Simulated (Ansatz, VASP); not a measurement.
**GaAs: programs and potentials compared**

The starting cell:

```
CELL_PARAMETERS angstrom
0.00000 2.82685 2.82685
2.82685 0.00000 2.82685
2.82685 2.82685 0.00000
ATOMIC_POSITIONS crystal
As 0.75000 0.75000 0.75000
Ga 0.00000 0.00000 0.00000
```

Alike in all runs: task relaxation of cell and atoms; functional PBE; dispersion D4; k mesh 8 × 8 × 8; occupations fermi-dirac, width 0.05 eV; no spin polarisation; no spin-orbit coupling.

```
                        program and potentials  plane-wave cutoff (eV)                                    notes  equilibrium volume (Å³/atom)
                            Ansatz, Ansatz PAW                     420  14 valence electrons an atom on average                         22.66
Ansatz, all-electron LAPW, scalar-relativistic                       -                                        -                         22.66
          VASP, PBE PAW files As, Ga_d, 600 eV                     600   9 valence electrons an atom on average                         22.73
```

The equilibrium volume spans 22.66 (Ansatz, Ansatz PAW) to 22.73 Å³/atom (VASP, PBE PAW files As, Ga_d, 600 eV), with all-electron results at 22.66. Relaxations stop with a little pressure left, so the last digit of a volume isn't settled.

Differences between rows come from potentials, basis sets and numerical settings, since the functional is the same but for its coding. Runs on potential files found faulty are left out.
